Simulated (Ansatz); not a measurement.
# Ir(111) / 3 layers Tc(0001) / Ir(111): resistance against film thickness, part 2 of 3

Wanted: interface resistance and thickness dependence for Ir(111) / 3 layers Tc(0001) / Ir(111).

Ansatz 0.2.0; Ansatz plane-wave DFT, PBEsol, PAW files; ballistic transport by layer matching (Landauer), zero bias; PAW set ansatz+soft_1 (the session's first sound run).

So far. Step 2 (With 3 layers): The lead's potential steps by 3.3 meV from period to period, small in itself. The program estimates the junction's conductance to 8.6 % from the k-mesh, 0 % from the leads' distance from neutral and 1.9 % from their steps.

## Step 3: With 5 layers, film layers 5

The stack now holds 5 film layers; the k-mesh follows the cell, and the energies span -0.27 to 0.27 eV.

System of this step: Ir(111) / 5 layers Tc(0001) / Ir(111). The cell holds 13 atoms: 8 Ir and 5 Tc. Its edges and angles: a = 2.715 Å, b = 2.715 Å, c = 28.933 Å, α = 90.0°, β = 90.0°, γ = 120.0°. It derives from Ir and Tc. Regions: lead, 8 atoms (8 Ir); films, 5 atoms (5 Tc). The structure is stacked along c, and the current runs across the ab planes.

input.yaml

```yaml
crystal:
  lattice:
    - [2.7148657757, 0.0, 0.0]
    - [-1.3574328878, 2.3511427296, 0.0]
    - [0.0, 0.0, 28.932954771]
  atoms:
    - { symbol: Ir, position: [0.0, 0.0, 0.0383071594] }
    - { symbol: Ir, position: [0.3333333333, 0.6666666667, 0.1149214783] }
    - { symbol: Ir, position: [0.6666666667, 0.3333333333, 0.1915357972] }
    - { symbol: Ir, position: [0.0, 0.0, 0.2681501161] }
    - { symbol: Tc, position: [0.3333333333, 0.6666666667, 0.3451658205] }
    - { symbol: Tc, position: [0.6666666667, 0.3333333333, 0.4225829102] }
    - { symbol: Tc, position: [0.3333333333, 0.6666666667, 0.5] }
    - { symbol: Tc, position: [0.6666666667, 0.3333333333, 0.5774170898] }
    - { symbol: Tc, position: [0.3333333333, 0.6666666667, 0.6548341795] }
    - { symbol: Ir, position: [0.6666666667, 0.3333333333, 0.7318498839] }
    - { symbol: Ir, position: [0.0, 0.0, 0.8084642028] }
    - { symbol: Ir, position: [0.3333333333, 0.6666666667, 0.8850785217] }
    - { symbol: Ir, position: [0.6666666667, 0.3333333333, 0.9616928406] }
kpoints:
  mp_grid: { grid: [16, 16, 1] }
hamiltonian:
  xc: pbesol
  pseudopotentials: { kind: paw, azcp: { Ir: "soft_1/Ir.paw.azcp" }, xc_functional: pbe }
scf:
  occupations: { method: fermi_dirac, width: 0.1 }
output:
  transmission:
    leads: [[0, 1]]
    kmesh: [30, 30]
    e_range: [-0.27, 0.27]
    de: 0.036
  write_potential: true
  write_density: true
  volumetric_format: npy
```

The run is started by

```
> ansatz run input.yaml --threads 4 --pin off --max-ram 8192MiB --backend cpu --events-out ev --progress --plain --runs-dir out
```

Numbers of over 12 decimals in the logs are rounded to 6 here.

The program printed:

```text
[...]
Crystal: 13 atoms, lattice volume = 184.680 Å³
Basis set: ecut = 500 eV, 4593 PW (Γ)
Bands: 127, of which v1, the nominal top of the filled ones, is band 106 counted from 1 (105 counted from 0)
Symmetry: 6 space group operations
[...]
k-points: 30 of 256 (time reversal used)
[...]
--- Transmission ---
  basis      : 61 plane waves across, 52 finite elements along
  points     : 91, standing for a mesh of 30 x 30
[...]
filled         : 2.9 meV over the level at which it is neutral
    channels       : 1.575556e0 a spin
[...]
slowest decay  : 0.0032 /Å at (0.3333, 0.3333)
  junction   : crystal 0 to crystal 0, 0.70 to 27.41 Å
    transmission   : 5.883996e-1 a spin
[...]
resistance     : 9.0117e-4 Ω µm² beyond half of each lead's own
[key lines of the parts left out:]
SCF converged after 11 iterations
Free energy (F): -121092.447672 eV
Fermi energy:    24.320579 eV
```

Wall time 73 s (4 threads of Arm Neoverse V2, shared host); peak memory 1.3 GiB; 4.6 min of CPU time.

Numbers from this step:

```yaml
free_energy: -121092.4477 eV
energy_at_zero_smearing: -121092.2391 eV
fermi_energy: 24.32 eV
step_of_the_lead_s_potential: 3 meV
conductance_of_the_junction: 7.05e14 S/m²
junction_conductance_per_cell: 0.5805 G₀
estimated_errors_of_the_junction_s_conductance: 0.5, 0, 9.9, 2.1, 0.1 % (energy step, band edges, k-mesh, leads' steps, distance from neutral)
area_resistance_that_the_stack_adds_contact_term_taken_off_spin_by_spin: 0.9012 fΩ m²
```

Per spin. Transmission, zone mean against energy, zero at the Fermi level:

| energy (eV) | transmission, zone mean |
| --- | --- |
| -0.270 | 0.579 |
| -0.234 | 0.580 |
| -0.198 | 0.562 |
| -0.162 | 0.558 |
| -0.126 | 0.542 |
| -0.090 | 0.554 |
| -0.054 | 0.570 |
| -0.018 | 0.582 |
| 0.018 | 0.588 |
| 0.054 | 0.576 |
| 0.090 | 0.587 |
| 0.126 | 0.598 |
| 0.162 | 0.602 |
| 0.198 | 0.618 |
| 0.234 | 0.639 |
| 0.270 | 0.659 |

The conductance of the junction is 7.0e14 S/m², 7.6 % under the 7.6e14 S/m² of the last finished run, within the error estimates, leads' steps apart, of 8.6 and 9.9 %.

## Step 4: With 6 layers, film layers 6

The stack now holds 6 film layers; the k-mesh follows the cell, and the energies span -0.27 to 0.27 eV.

System of this step: Ir(111) / 6 layers Tc(0001) / Ir(111). The cell holds 16 atoms: 10 Ir and 6 Tc. Its edges and angles: a = 2.715 Å, b = 2.715 Å, c = 35.606 Å, α = 90.0°, β = 90.0°, γ = 120.0°. It derives from Ir and Tc. Regions: lead, 10 atoms (10 Ir); films, 6 atoms (6 Tc). The structure is stacked along c, and the current runs across the ab planes.

input.yaml, the sections that differ from step 3:

```yaml
crystal:
  lattice:
    - [2.7148657757, 0.0, 0.0]
    - [-1.3574328878, 2.3511427296, 0.0]
    - [0.0, 0.0, 35.6062171746]
  atoms:
    - { symbol: Ir, position: [0.0, 0.0, 0.0311276906] }
    - { symbol: Ir, position: [0.3333333333, 0.6666666667, 0.0933830718] }
    - { symbol: Ir, position: [0.6666666667, 0.3333333333, 0.155638453] }
    - { symbol: Ir, position: [0.0, 0.0, 0.2178938342] }
    - { symbol: Tc, position: [0.3333333333, 0.6666666667, 0.2804753738] }
    - { symbol: Tc, position: [0.6666666667, 0.3333333333, 0.3433830718] }
    - { symbol: Tc, position: [0.3333333333, 0.6666666667, 0.4062907698] }
    - { symbol: Tc, position: [0.6666666667, 0.3333333333, 0.4691984678] }
    - { symbol: Tc, position: [0.3333333333, 0.6666666667, 0.5321061658] }
    - { symbol: Tc, position: [0.6666666667, 0.3333333333, 0.5950138638] }
    - { symbol: Ir, position: [0.0, 0.0, 0.6575954034] }
    - { symbol: Ir, position: [0.3333333333, 0.6666666667, 0.7198507846] }
    - { symbol: Ir, position: [0.6666666667, 0.3333333333, 0.7821061658] }
    - { symbol: Ir, position: [0.0, 0.0, 0.844361547] }
    - { symbol: Ir, position: [0.3333333333, 0.6666666667, 0.9066169282] }
    - { symbol: Ir, position: [0.6666666667, 0.3333333333, 0.9688723094] }
# kpoints, hamiltonian, scf, output: as in step 3
```

The program printed:

```text
[...]
Crystal: 16 atoms, lattice volume = 227.276 Å³
Basis set: ecut = 500 eV, 5685 PW (Γ)
Bands: 156, of which v1, the nominal top of the filled ones, is band 130 counted from 1 (129 counted from 0)
Symmetry: 12 space group operations
[...]
k-points: 30 of 256
[...]
--- Transmission ---
  basis      : 61 plane waves across, 64 finite elements along
  points     : 91, standing for a mesh of 30 x 30
[...]
filled         : 4.2 meV under the level at which it is neutral
    channels       : 1.575556e0 a spin
[...]
slowest decay  : 0.0284 /Å at (0.3333, 0.3333)
  junction   : crystal 0 to crystal 0, -1.52 to 31.87 Å
    transmission   : 6.060601e-1 a spin
[...]
resistance     : 8.5814e-4 Ω µm² beyond half of each lead's own
[key lines of the parts left out:]
SCF converged after 11 iterations
Free energy (F): -150030.958085 eV
Fermi energy:    24.351483 eV
```

The job ended after 85 s (4 threads; peak memory 1.8 GiB; 5.2 min of CPU time).

Numbers from this step:

* free energy: -150030.9581 eV
* energy at zero smearing: -150030.6998 eV
* Fermi energy: 24.35 eV
* step of the lead's potential: 2.7 meV
* estimated errors of the lead's conductance: 0, 6.1, 0 % (band edges, k-mesh, distance from neutral)
* conductance of the junction: 7.27e14 S/m²
* junction conductance per cell: 0.5985 G₀
* estimated errors of the junction's conductance: 0.2, 0.2, 6.3, 3.2, 0.4 % (energy step, band edges, k-mesh, leads' steps, distance from neutral)
* area resistance that the stack adds (contact term taken off, spin by spin): 0.8581 fΩ m²

Per spin. The transmission, zone mean by energy, zero at the Fermi level:

```
energy (eV)  transmission, zone mean
     -0.270                    0.605
     -0.234                    0.582
     -0.198                    0.583
     -0.162                    0.593
     -0.126                    0.585
     -0.090                    0.590
     -0.054                    0.568
     -0.018                    0.578
      0.018                    0.606
      0.054                    0.636
      0.090                    0.666
      0.126                    0.682
      0.162                    0.658
      0.198                    0.661
      0.234                    0.693
      0.270                    0.707
```

The conductance of the junction is 7.3e14 S/m², 3.1 % over the 7.0e14 S/m² of the last finished run, within the error estimates, leads' steps apart, of 9.9 and 6.3 %.

## Step 5: With 8 layers, film layers 8

The stack now holds 8 film layers; the k-mesh follows the cell, and the energies span -0.27 to 0.27 eV.

System of this step: Ir(111) / 8 layers Tc(0001) / Ir(111). The cell holds 18 atoms: 10 Ir and 8 Tc. Cell: a = 2.715 Å, b = 2.715 Å, c = 40.086 Å, α = 90.0°, β = 90.0°, γ = 120.0°. It derives from Ir and Tc. Regions: lead, 10 atoms (10 Ir); films, 8 atoms (8 Tc). The structure is stacked along c, and the current runs across the ab planes.

input.yaml, the sections that differ from step 4:

```yaml
crystal:
  lattice:
    - [2.7148657757, 0.0, 0.0]
    - [-1.3574328878, 2.3511427296, 0.0]
    - [0.0, 0.0, 40.0860274878]
  atoms:
    - { symbol: Ir, position: [0.0, 0.0, 0.0276490184] }
    - { symbol: Ir, position: [0.3333333333, 0.6666666667, 0.0829470552] }
    - { symbol: Ir, position: [0.6666666667, 0.3333333333, 0.138245092] }
    - { symbol: Ir, position: [0.0, 0.0, 0.1935431288] }
    - { symbol: Tc, position: [0.3333333333, 0.6666666667, 0.2491308742] }
    - { symbol: Tc, position: [0.6666666667, 0.3333333333, 0.3050083282] }
    - { symbol: Tc, position: [0.3333333333, 0.6666666667, 0.3608857822] }
    - { symbol: Tc, position: [0.6666666667, 0.3333333333, 0.4167632362] }
    - { symbol: Tc, position: [0.3333333333, 0.6666666667, 0.4726406902] }
    - { symbol: Tc, position: [0.6666666667, 0.3333333333, 0.5285181442] }
    - { symbol: Tc, position: [0.3333333333, 0.6666666667, 0.5843955982] }
    - { symbol: Tc, position: [0.6666666667, 0.3333333333, 0.6402730522] }
    - { symbol: Ir, position: [0.0, 0.0, 0.6958607976] }
    - { symbol: Ir, position: [0.3333333333, 0.6666666667, 0.7511588344] }
    - { symbol: Ir, position: [0.6666666667, 0.3333333333, 0.8064568712] }
    - { symbol: Ir, position: [0.0, 0.0, 0.861754908] }
    - { symbol: Ir, position: [0.3333333333, 0.6666666667, 0.9170529448] }
    - { symbol: Ir, position: [0.6666666667, 0.3333333333, 0.9723509816] }
# kpoints, hamiltonian, scf, output: as in step 4
```

The program printed:

```text
[...]
Crystal: 18 atoms, lattice volume = 255.871 Å³
Basis set: ecut = 500 eV, 6375 PW (Γ)
Bands: 174, of which v1, the nominal top of the filled ones, is band 145 counted from 1 (144 counted from 0)
Symmetry: 12 space group operations
[...]
k-points: 30 of 256
[...]
--- Transmission ---
  basis      : 61 plane waves across, 72 finite elements along
  points     : 91, standing for a mesh of 30 x 30
[...]
filled         : 3.4 meV under the level at which it is neutral
    channels       : 1.575556e0 a spin
[...]
slowest decay  : 0.0262 /Å at (0.3333, 0.3333)
  junction   : crystal 0 to crystal 0, -1.52 to 36.35 Å
    transmission   : 6.413493e-1 a spin
[...]
resistance     : 7.6659e-4 Ω µm² beyond half of each lead's own
[key lines of the parts left out:]
SCF converged after 11 iterations
Free energy (F): -160706.327724 eV
Fermi energy:    24.118864 eV
```

Wall time 1.7 min (4 threads); peak memory 2.2 GiB.

Numbers from this step:

```
free energy                                                                : -160706.3277 eV
energy at zero smearing                                                    : -160706.0339 eV
Fermi energy                                                               : 24.12 eV
step of the lead's potential                                               : 2.2 meV
conductance of the junction                                                : 7.78e14 S/m²
junction conductance per cell                                              : 0.6412 G₀
estimated errors of the junction's conductance                             : 0.3, 0.5, 6.3, 2.1, 0.1 % (energy step, band edges, k-mesh, leads' steps, distance from neutral)
area resistance that the stack adds (contact term taken off, spin by spin) : 0.7666 fΩ m²
```

Per spin. Table of transmission, zone mean by energy, zero at the Fermi level:

| energy (eV) | transmission, zone mean |
| --- | --- |
| -0.270 | 0.606 |
| -0.234 | 0.606 |
| -0.198 | 0.612 |
| -0.162 | 0.604 |
| -0.126 | 0.648 |
| -0.090 | 0.634 |
| -0.054 | 0.622 |
| -0.018 | 0.649 |
| 0.018 | 0.641 |
| 0.054 | 0.641 |
| 0.090 | 0.654 |
| 0.126 | 0.666 |
| 0.162 | 0.651 |
| 0.198 | 0.658 |
| 0.234 | 0.628 |
| 0.270 | 0.641 |

The conductance of the junction is 7.8e14 S/m², 7.1 % over the 7.3e14 S/m² of the last finished run, no more than the error estimates, leads' steps apart, of 6.3 and 6.3 % together.

## Step 6: With 10 layers, film layers 10

The stack now holds 10 film layers; the k-mesh follows the cell, and the energies span -0.27 to 0.27 eV.

System of this step: Ir(111) / 10 layers Tc(0001) / Ir(111). The cell holds 20 atoms: 10 Ir and 10 Tc. Its edges and angles: a = 2.715 Å, b = 2.715 Å, c = 44.566 Å, α = 90.0°, β = 90.0°, γ = 120.0°. It derives from Ir and Tc. Regions: lead, 10 atoms (10 Ir); films, 10 atoms (10 Tc). The structure is stacked along c, and the current runs across the ab planes.

input.yaml

```yaml
crystal:
  lattice:
    - [2.7148657757, 0.0, 0.0]
    - [-1.3574328878, 2.3511427296, 0.0]
    - [0.0, 0.0, 44.5658378009]
  atoms:
    - { symbol: Ir, position: [0.0, 0.0, 0.0248697066] }
    - { symbol: Ir, position: [0.3333333333, 0.6666666667, 0.0746091199] }
    - { symbol: Ir, position: [0.6666666667, 0.3333333333, 0.1243485331] }
    - { symbol: Ir, position: [0.0, 0.0, 0.1740879464] }
    - { symbol: Tc, position: [0.3333333333, 0.6666666667, 0.2240879464] }
    - { symbol: Tc, position: [0.6666666667, 0.3333333333, 0.2743485331] }
    - { symbol: Tc, position: [0.3333333333, 0.6666666667, 0.3246091199] }
    - { symbol: Tc, position: [0.6666666667, 0.3333333333, 0.3748697066] }
    - { symbol: Tc, position: [0.3333333333, 0.6666666667, 0.4251302934] }
    - { symbol: Tc, position: [0.6666666667, 0.3333333333, 0.4753908801] }
    - { symbol: Tc, position: [0.3333333333, 0.6666666667, 0.5256514669] }
    - { symbol: Tc, position: [0.6666666667, 0.3333333333, 0.5759120536] }
    - { symbol: Tc, position: [0.3333333333, 0.6666666667, 0.6261726403] }
    - { symbol: Tc, position: [0.6666666667, 0.3333333333, 0.6764332271] }
    - { symbol: Ir, position: [0.0, 0.0, 0.7264332271] }
    - { symbol: Ir, position: [0.3333333333, 0.6666666667, 0.7761726403] }
    - { symbol: Ir, position: [0.6666666667, 0.3333333333, 0.8259120536] }
    - { symbol: Ir, position: [0.0, 0.0, 0.8756514669] }
    - { symbol: Ir, position: [0.3333333333, 0.6666666667, 0.9253908801] }
    - { symbol: Ir, position: [0.6666666667, 0.3333333333, 0.9751302934] }
kpoints:
  mp_grid: { grid: [16, 16, 1] }
hamiltonian:
  xc: pbesol
  pseudopotentials: { kind: paw, azcp: { Ir: "soft_1/Ir.paw.azcp" }, xc_functional: pbe }
scf:
  occupations: { method: fermi_dirac, width: 0.1 }
output:
  transmission:
    leads: [[0, 1]]
    kmesh: [30, 30]
    e_range: [-0.27, 0.27]
    de: 0.036
  write_potential: true
  write_density: true
  volumetric_format: npy
```

The program printed:

```text
[...]
Crystal: 20 atoms, lattice volume = 284.465 Å³
Basis set: ecut = 500 eV, 7063 PW (Γ)
Bands: 192, of which v1, the nominal top of the filled ones, is band 160 counted from 1 (159 counted from 0)
Symmetry: 12 space group operations
[...]
k-points: 30 of 256
[...]
--- Transmission ---
  basis      : 61 plane waves across, 80 finite elements along
  points     : 91, standing for a mesh of 30 x 30
[...]
filled         : 4.5 meV under the level at which it is neutral
    channels       : 1.575556e0 a spin
[...]
slowest decay  : 0.0287 /Å at (0.3333, 0.3333)
  junction   : crystal 0 to crystal 0, -1.52 to 40.83 Å
    transmission   : 6.416630e-1 a spin
[...]
resistance     : 7.9563e-4 Ω µm² beyond half of each lead's own
[key lines of the parts left out:]
SCF converged after 11 iterations
Free energy (F): -171381.697147 eV
Fermi energy:    23.930335 eV
```

Wall time 2 min (4 threads); peak memory 2.5 GiB.

This step gave:

```
free energy                                                                : -171381.6971 eV
energy at zero smearing                                                    : -171381.3693 eV
Fermi energy                                                               : 23.93 eV
step of the lead's potential                                               : 2.1 meV
conductance of the junction                                                : 7.61e14 S/m²
junction conductance per cell                                              : 0.6270 G₀
estimated errors of the junction's conductance                             : 0.2, 0.6, 6.7, 2.5, 0.2 % (energy step, band edges, k-mesh, leads' steps, distance from neutral)
area resistance that the stack adds (contact term taken off, spin by spin) : 0.7956 fΩ m²
```

Per spin. Table of transmission, zone mean by energy, zero at the Fermi level:

```csv
energy (eV),"transmission, zone mean"
-0.270,0.654
-0.234,0.649
-0.198,0.612
-0.162,0.587
-0.126,0.626
-0.090,0.579
-0.054,0.592
-0.018,0.639
0.018,0.642
0.054,0.641
0.090,0.658
0.126,0.628
0.162,0.629
0.198,0.688
0.234,0.720
0.270,0.714
```

The conductance of the junction is 7.6e14 S/m², 2.2 % under the 7.8e14 S/m² of the last finished run, within the error estimates, leads' steps apart, of 6.3 and 6.7 %.

(Part 2 of 3 ends here.)

[Logs are printed without paths, hosts, clocks, repeated set-up lines and the standing remarks that a program may print on its own settings, such as how far it seeks lower states.]

[Hosts, paths, dates, database ids (printed as entryN), source tags and the programs' standing remarks are cut or masked in the printed files.]
